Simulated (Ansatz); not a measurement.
Input and command of a plane-wave DFT calculation in Ansatz:

```yaml
crystal:
  lattice:
    - [-3.2707792874, -3.2707792874, 0.0]
    - [3.2707792874, -3.2707792874, 0.0]
    - [0.0, 0.0, 13.0831171497]
  atoms:
    - { symbol: Sn, position: [0.0, 0.0, 0.25] }
    - { symbol: Sn, position: [0.5, 0.5, 0.5] }
    - { symbol: Sn, position: [0.0, 0.0, 0.75] }
    - { symbol: Sn, position: [0.5, 0.5, 0.0] }
    - { symbol: Sn, position: [0.5, 0.0, 0.375] }
    - { symbol: Sn, position: [0.0, 0.5, 0.625] }
    - { symbol: Sn, position: [0.5, 0.0, 0.875] }
    - { symbol: Sn, position: [0.0, 0.5, 0.125] }
basis:
  ecutwfc: 420
kpoints:
  mp_grid: { grid: [13, 13, 5] }
hamiltonian:
  xc: pbesol
scf:
  occupations: { method: gaussian, width: 0.15 }
output:
  forces: true
  stress: true
  eigenvalues: true
  write_density: true
  write_potential: true
  elf: true
  volumetric_format: npy
```

```bash
ansatz run input.yaml --threads 2 --pin off --max-ram 5120MiB --backend cpu --events-out ev --progress --plain --runs-dir out
```

Processor: Intel(R) Xeon(R) Platinum 8375C CPU @ 2.90GHz (Ice Lake), 2 threads, on a host shared with other jobs.

**Question.** How long does it run, and how much memory does it take?

**Answer.** About 48 s on 2 threads of Intel(R) Xeon(R) Platinum 8375C CPU @ 2.90GHz (Ice Lake) (shared host), peak memory 1.3 GiB. It solves 68 bands at 84 k points (the mesh reduced by symmetry) with about 5435 plane waves, in 6 SCF iterations.
